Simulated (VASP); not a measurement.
Results of a VASP single-point calculation on SrTiO3 (strained cubic perovskite)

POSCAR

```
Sr Ti O
 1.0000000000000000
     3.7505774414999999    0.0000000000000000    0.0000000000000000
     0.0000000000000000    3.7505774414999999    0.0000000000000000
     0.0000000000000000    0.0000000000000000    4.0148913647000004
 Sr  Ti  O
   1   1   3
Cartesian
  0.0000000000000000  0.0000000000000000  0.0000000000000000
  1.8752887207500004  1.8752887207500004  2.0074456823500002
  1.8752887207500004  1.8752887207500004  0.0000000000000000
  1.8752887207500004  0.0000000000000000  2.0074456823500002
  0.0000000000000000  1.8752887207500004  2.0074456823500002
```

The gap between bands v and c is 2.24 eV and the least direct gap is 2.68 eV.

Band v is the last that the valence electrons fill when counted band by band, and c is the next. Levels in eV from the top of v:

```csv
point,v−1,v,c,c+1
Γ,-0.44,-0.44,2.24,2.24
X,-0.93,-0.89,2.46,4.61
M,-1.52,-0.06,4.62,4.62
R,-0.20,0.00,5.08,5.08
```

Which of these levels of theory gave these results?
A. PBEsol
B. PBE with spin–orbit coupling
C. PBE0
D. HSE06
E. PBE
F. LDA
G. r²SCAN

G.

The INCAR was:

```
ISMEAR = 0
LASPH = .TRUE.
METAGGA = R2SCAN
NSW = 0
ISIF = 2
IBRION = -1
NBANDS = 28
LWAVE = .FALSE.
PREC = Accurate
LREAL = .FALSE.
ALGO = Normal
NELM = 120
ENCUT = 520
SIGMA = 0.01
EDIFF = 1E-7
LCHARG = .FALSE.
```
